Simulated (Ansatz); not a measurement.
# CdSe (Cadmoselite): density of states with PBEsol

**The experiment to reproduce.**

A printed reference work, data compilation reports, for a bulk crystal of CdSe at 2 K: band gap 1.841 eV.

Crystal: CdSe (Cadmoselite).

```
Cd Se
1.0
     4.30000    0.00000    0.00000
    -2.15000    3.72391    0.00000
     0.00000    0.00000    7.02000
Cd Se
2 2
Direct
  0.66667 0.33333 0.50000
  0.33333 0.66667 0.00000
  0.66667 0.33333 0.88500
  0.33333 0.66667 0.38500
```

| Quantity | Value |
| --- | --- |
| Program | Ansatz 0.2.0 |
| Task | density of states |
| Functional | PBEsol |
| Potentials or basis | all-electron PAW datasets made for the crystal |
| Cutoff | 340 eV (chosen from the basis error) |
| k mesh | 7 × 7 × 4 |
| Occupations | fermi-dirac, width 0.05 eV |
| Spin | collinear spin, ferrimagnetic start |
| Starting moments | [0.5, -0.25, 0.0, 0.0] μB |

| Quantity | Value |
| --- | --- |
| Pressure | 0.2 GPa |
| Largest force | 0.265 eV/Å |
| Band gap on the k mesh | 0.58 eV, direct |
| Net moment | 0.00 μB per cell |
| Absolute moment | 0.00 μB per cell |

Forces on the atoms (eV/Å):
```
Cd   0.000  0.000  0.265
Cd   0.000  0.000  0.265
Se   0.000  0.000 -0.265
Se   0.000  0.000 -0.265
```

Stress tensor (GPa, compression positive):
```
 0.78  0.00  0.00
 0.00  0.78  0.00
 0.00  0.00 -1.04
```

Levels at points of the mesh, in eV from the valence-band top:
Spin up:
```tsv
k point	band 32	band 33	band 34	band 35	band 36	band 37	band 38	band 39	band 40
(0.00, 0.00, 0.00)	-0.73	-0.73	-0.01	0.00	0.00	0.58	2.02	5.81	5.81
(0.00, 0.00, -0.50)	-2.61	-0.38	-0.38	-0.38	-0.38	2.24	2.24	5.71	5.71
```
Spin down:
```
            k point  band 33  band 34  band 35  band 36  band 37  band 38  band 39  band 40
 (0.00, 0.00, 0.00)    -0.73    -0.01     0.00     0.00     0.58     2.02     5.81     5.81
(0.00, 0.00, -0.50)    -0.38    -0.38    -0.38    -0.38     2.24     2.24     5.71     5.71
```

States per cell in windows of 1 eV (zero at the valence-band top; states under -8 eV left out):
| from (eV) | up | down |
| --- | --- | --- |
| -8.0 | 10.00 | 10.00 |
| -7.0 | 0.00 | 0.00 |
| -6.0 | 0.00 | 0.00 |
| -5.0 | 0.55 | 0.55 |
| -4.0 | 1.13 | 1.13 |
| -3.0 | 0.97 | 0.97 |
| -2.0 | 2.20 | 2.20 |
| -1.0 | 1.16 | 1.16 |
| 0.0 | 0.00 | 0.00 |
| 1.0 | 0.03 | 0.03 |
| 2.0 | 0.38 | 0.38 |
| 3.0 | 1.36 | 1.36 |
| 4.0 | 0.67 | 0.67 |
| 5.0 | 1.51 | 1.51 |

Wall time 97 s on 2 threads of Arm Neoverse V2, with other jobs on the host, peak memory 1.3 GiB.

Measured gap of CdSe: 1.841 eV (2 K; a printed reference work, data compilation). This calculation gives 0.58 eV (-1.26 eV). So large a miss can be the level of theory's own, or it may mean another phase, state or a wrong row. Spin-orbit coupling on Cd, Se is left out. The value is that of PBEsol, without temperature or zero-point motion. Semilocal functionals fall short of measured gaps as a rule.

Caveat: the program warned that the printed levels may be off, so bands, gaps and densities of states are rough; the starting moments weren't kept.
